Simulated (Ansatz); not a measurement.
**Zr: response to strain**

Zr is deformed so: x and y strained by -1.5 %, z held. What stress and forces result, by LAPW, PAW and all-electron datasets made for the crystal?

Computed with Ansatz 0.2.0 (DFT PBE, scalar-relativistic, unless a step's input says otherwise).

1 further run of the same task is left out (it didn't finish).

### Step 1. The starting structure

The structure is hexagonal, space group P6_3/mmc (No. 194). Conventional cell: a = 3.239 Å, b = 3.239 Å, c = 5.172 Å, α = 90.00°, β = 90.00°, γ = 120.00°. Zr (site symmetry -6m2) is surrounded by 12 Zr at 3.19 to 3.24 Å.

Coordinates:

```
CELL_PARAMETERS angstrom
3.23923 0.00000 0.00000
-1.61962 2.80526 0.00000
0.00000 0.00000 5.17222
ATOMIC_POSITIONS crystal
Zr 0.33333 0.66667 0.25000
Zr 0.66667 0.33333 0.75000
```

Atoms are numbered in the order of the input: Zr1, Zr2.

### Step 2. The deformed structure

Space group P6_3/mmc before, P6_3/mmc after.

### Step 3. LAPW, all electrons

File input.yaml:

```yaml
crystal:
  lattice:
    - [3.1906429419, 0.0, 0.0]
    - [-1.595321471, 2.7631778421, 0.0]
    - [0.0, 0.0, 5.17222]
  atoms:
    - { symbol: Zr, position: [0.3333333333, 0.6666666667, 0.25] }
    - { symbol: Zr, position: [0.6666666667, 0.3333333333, 0.75] }
kpoints:
  mp_grid: { grid: [12, 12, 7] }
scf:
  occupations: { method: fermi_dirac, width: 0.05 }
hamiltonian:
  xc: pbe
  pseudopotentials: { kind: all_electron, lapw: { basis_error: 0.001 } }
output:
  forces: true
  stress: true
  eigenvalues: true
```

Launch:

```console
> ansatz run input.yaml --threads 1 --pin off --max-ram 2048MiB --backend cpu --events-out ev --progress --plain --runs-dir out
```

### Step 4. Frozen-core PAW

input.yaml, as its differences from that of step 3:

```diff
@@ -14,3 +14,3 @@
   xc: pbe
-  pseudopotentials: { kind: all_electron, lapw: { basis_error: 0.001 } }
+  pseudopotentials: { kind: paw }
 output:
@@ -19 +19,2 @@
   eigenvalues: true
+  efg: { contact_densities: true }
```

### Step 5. Datasets made for this crystal

input.yaml, as its differences from that of step 4:

```diff
@@ -14,3 +14,3 @@
   xc: pbe
-  pseudopotentials: { kind: paw }
+  pseudopotentials: { kind: all_electron, datasets: crystal }
 output:
```

(Steps that only read results are left out.)

Q: Predict the outcome of this session. Wanted: pressure; largest shear or deviatoric stress.

**Answer**, as computed:

| quantity | value |
| --- | --- |
| pressure | LAPW 2.49, PAW 2.47, crystal datasets 2.49 GPa |
| largest shear or deviatoric stress (LAPW) | 0.53 GPa |

The largest part of the stress beyond the pressure is 0.53 GPa in size, in the zz component; the atoms are carried along and not relaxed. No run of the undeformed cell stands beside it, so the pressure holds what the given cell had before the change. PAW: stress within 0.03 GPa of LAPW. Crystal datasets: stress within 0.01 GPa of LAPW.
